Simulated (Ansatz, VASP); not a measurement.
**Two plane-wave programs on GaN**

```
Ga N
1.0
     0.00000    2.24440    2.24440
     2.24440    0.00000    2.24440
     2.24440    2.24440    0.00000
Ga N
1 1
Direct
  0.00000 0.00000 0.00000
  0.25000 0.25000 0.25000
```

Alike in both runs: task single point; functional r2SCAN; dispersion rVV10; k mesh 10 × 10 × 10; occupations gaussian, width 0.02 eV; no spin polarisation.

```csv
,VASP,Ansatz
version,VASP 6.6.1,Ansatz 0.2.0
potentials or method,"VASP PAW PBE potentials, release 64 (Ga_d, N)","scalar-relativistic, plane waves, PAW"
plane-wave cutoff (eV),520,500
valence electrons in the cell,18,18
```

Ansatz gave:

| Quantity | Value |
| --- | --- |
| gap on the k mesh at the Fermi level (eV) | 2.17 |
| least direct gap on the mesh (eV) | 2.17 |
| pressure (GPa) | 0.0 |

Q: What did VASP give for the same quantities?

A: gap on the k mesh at the Fermi level (eV): 2.17; least direct gap on the mesh (eV): 2.17; pressure (GPa): 1.0.

Caveats: the PAW data sets were made with another functional, which shifts forces and pressure a little (VASP). r2SCAN opens gaps a little over a GGA but as a rule still falls short of measured ones.
